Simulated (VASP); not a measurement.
Runs of VASP 6.6.1 on Cu. It takes space group I4/mmm (No. 139, tetragonal). Conventional cell: a = 2.886 Å, b = 2.886 Å, c = 2.752 Å, α = 90.00°, β = 90.00°, γ = 90.00°. Cu (site symmetry 4/mmm) is surrounded by 10 Cu at 2.46 to 2.75 Å. This isn't the form of Cu at room conditions, which is fcc.

```csv
task,level,U,cell,cutoff (eV),smearing,LDAUTYPE,hund's J,optimiser,other keys,gap on the mesh (eV),pressure (GPa)
band structure,PBE+rVV10+U,"Cu d U = 3 eV, J = 0.9 eV",as given,500,gaussian 0.05 eV,1,0.9,-,-,-,4.4
single point,PBE+U,"Cu d U = 3.5 eV, J = 1.0 eV",as given,800,methfessel-paxton 0.2 eV,2,1,-,ENCUT = 800,none,(a)
relaxation of cell and atoms,PBEsol+D4+U,Cu d U = 3 eV,relaxed,600,fermi-dirac 0.02 eV,-,-,BFGSLineSearch,-,none,0.0
relaxation of the atoms,PBE+U,Cu d U = 2 eV,atoms relaxed from: cell strained at random at fixed volume,520,methfessel-paxton 0.1 eV,-,-,-,-,none,7.8
```

Alike in all rows: potentials or basis VASP PAW PBE potentials, release 64 (Cu); no spin polarisation; k mesh 13 × 13 × 13.

Task: Fill in the values left out.

Result: (a) 6.4.

Caveats: U without spin polarisation on a metal has little footing; the U is typed as a test and isn't derived for this compound; pairwise dispersion overbinds metals, which lowers pressure and volume (some runs); the PAW data sets were made with another functional, which shifts forces and pressure a little (some runs); the relaxation stopped at its first step, so nothing moved (some runs).

A gap of «none» marks a metal or a gap under the smearing width.
